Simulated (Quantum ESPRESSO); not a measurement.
**PbS under changes of volume**

One of the cells (26.664 Å³/atom); the others are scaled copies at fixed shape and fractional positions:

```
Pb S
1.0
     2.07995   -5.99130    0.00000
     2.07995    5.99130    0.00000
     0.00000    0.00000    4.27932
Pb S
2 2
Direct
  0.13056 0.86944 0.25000
  0.86944 0.13056 0.75000
  0.35480 0.64520 0.25000
  0.64520 0.35480 0.75000
```

Measurements of this composition are mostly on another form, of space group No. 225.

* Program: Quantum ESPRESSO 7.5
* Functional: PBEsol
* Potentials or basis: GBRV 1.5 PBEsol
* Cutoff: 612 eV
* Density cutoff: 4898 eV
* k mesh: 7 × 7 × 6
* Occupations: fermi-dirac, width 0.05 eV
* Spin: no spin polarisation

```csv
volume (Å³/atom),energy over the lowest point (meV/atom),pressure (GPa),gap on the mesh (eV),largest force (eV/Å)
25.064,2.85,1.5,1.02,0.352
25.597,0.00,0.2,1.08,0.208
26.130,1.25,-1.0,1.12,0.083
26.664,6.16,-2.0,1.17,0.050
27.197,14.35,-3.0,1.21,0.167
27.730,?,?,?,?
28.263,39.21,-4.5,1.26,0.377
```

**Question.** What does the run at 27.730 Å³/atom give?

**Answer.** Energy over the lowest point 25.47 meV/atom; pressure -3.8 GPa; gap on the mesh 1.24 eV; largest force 0.275 eV/Å.

Worked out: A Birch-Murnaghan fit of order 3 (a polynomial in V^(-2/3)) to the other rows has its minimum at 25.69 Å³/atom with B0 = V·E''(V) = 58 GPa and B' = 4.4 at fixed shape and positions, which overstates the stiffness. It gives 25.47 meV/atom at 27.730 Å³/atom, against the run's 25.47, and -dE/dV = -3.8 GPa, against -3.8. A parabola through the other rows of the gap, of slope 1.44 eV per unit of ln V there, gives 1.24 eV, against the run's 1.24.

Energies are extrapolated to zero smearing.

Caveats: spin-orbit coupling is left out, which as a rule narrows the gap of such compounds by several tenths of an eV; an odd mesh through Γ misses points on the zone boundary, where band edges often lie.
